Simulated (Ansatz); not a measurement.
Ag:

```
Ag
1.0
    -1.65565    1.65565    1.65565
     1.65565   -1.65565    1.65565
     1.65565    1.65565   -1.65565
Ag
1
Direct
  0.00000 0.00000 0.00000
```

This isn't the form of Ag at room conditions, which is fcc.

```yaml
Program: Ansatz 0.2.0
Task: relaxation of cell and atoms
Functional: PBE
Dispersion: D4
Potentials_or_basis: Ansatz PAW
Cutoff: "420 eV (not typed: the program's choice for these potentials)"
k_mesh: 11 × 11 × 11
Occupations: fermi-dirac, width 0.05 eV
Spin: no spin polarisation
```

At the start: volume 18.15 Å³/atom.

Task: How do energy, volume and symmetry change on relaxing?

Result: It ends after 5 steps and the volume is 17.15 Å³/atom (-5.5 %); space group Im-3m (No. 229, to 0.05 Å).

Step by step:
```tsv
step	energy change (eV)	largest force (eV/Å)	volume (Å³)
1	0.0000	0.0000	18.15
2	-0.0044	0.0000	16.36
3	-0.0174	0.0000	17.26
4	-0.0177	0.0000	17.15
5	-0.0172	0.0000	17.15
```

Final structure:
```
Ag
1.0
    -1.62468    1.62468    1.62468
     1.62468   -1.62468    1.62468
     1.62468    1.62468   -1.62468
Ag
1
Direct
  0.00000 0.00000 0.00000
```

Caveat: the plane-wave basis is chosen anew once the cell has moved, so the energies of steps on either side of that aren't comparable; pairwise dispersion overbinds metals, which lowers pressure and volume.
